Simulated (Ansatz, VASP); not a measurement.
Two plane-wave programs on GaSb

The input INCAR:

```
  PREC = Accurate
  ENCUT = 520
  EDIFF = 1E-6
  ISMEAR = 0
  SIGMA = 0.15
  LREAL = F
  LASPH = T
  NELM = 60
  ALGO = Normal
  ISIF = 2
  LWAVE = F
  LCHARG = F
  GGA = PE
  NBANDS = 16
```

File KPOINTS:

```
regular mesh
0
Gamma
  14 14 14
```

Contents of POSCAR:

```
GaSb
1.0
    0.0000000000      3.1201800000      3.0590000000
    3.0590000000      0.0000000000      3.0590000000
    3.0590000000      3.1201800000      0.0000000000
Ga Sb
1 1
Direct
    0.0000000000      0.0000000000      0.0000000000
    0.7500000000      0.7500000000      0.7500000000
```

Input for Ansatz:

```yaml
crystal:
  lattice:
    - [0.0, 3.12018, 3.059]
    - [3.059, 0.0, 3.059]
    - [3.059, 3.12018, 0.0]
  atoms:
    - { symbol: Ga, position: [0.0, 0.0, 0.0] }
    - { symbol: Sb, position: [0.75, 0.75, 0.75] }
basis:
  ecutwfc: 420
kpoints:
  mp_grid: { grid: [14, 14, 14] }
hamiltonian:
  xc: pbe
scf:
  occupations: { method: gaussian, width: 0.15 }
output:
  forces: true
  stress: true
  eigenvalues: true
```

Change from the starting cell: strain +0.0200 x Voigt [0, 1, 0, 0, 0, 0], atoms carried along.

Alike in both runs: task single point; functional PBE; k mesh 14 × 14 × 14; occupations gaussian, width 0.15 eV; no spin polarisation.

|  | VASP | Ansatz |
| --- | --- | --- |
| version | VASP 6.6.1 | Ansatz 0.2.0 |
| potentials or method | VASP PAW PBE potentials, release 64 (Ga_d, Sb) | scalar-relativistic, plane waves, PAW |
| plane-wave cutoff (eV) | 520 | 420 |
| valence electrons in the cell | 18 | 28 |

```csv
,VASP,Ansatz,Ansatz less VASP
gap on the k mesh at the Fermi level (eV),none,none,-
pressure (GPa),1.3,1.3,-0.06
largest component of the traceless stress (GPa),0.58,0.58,+0.001
```

A gap of «none» marks a metal or a gap that the smearing closes. The two sets of potentials don't hold the same shells in valence.

The runs have no spin-orbit coupling, so splittings on Sb are missing.
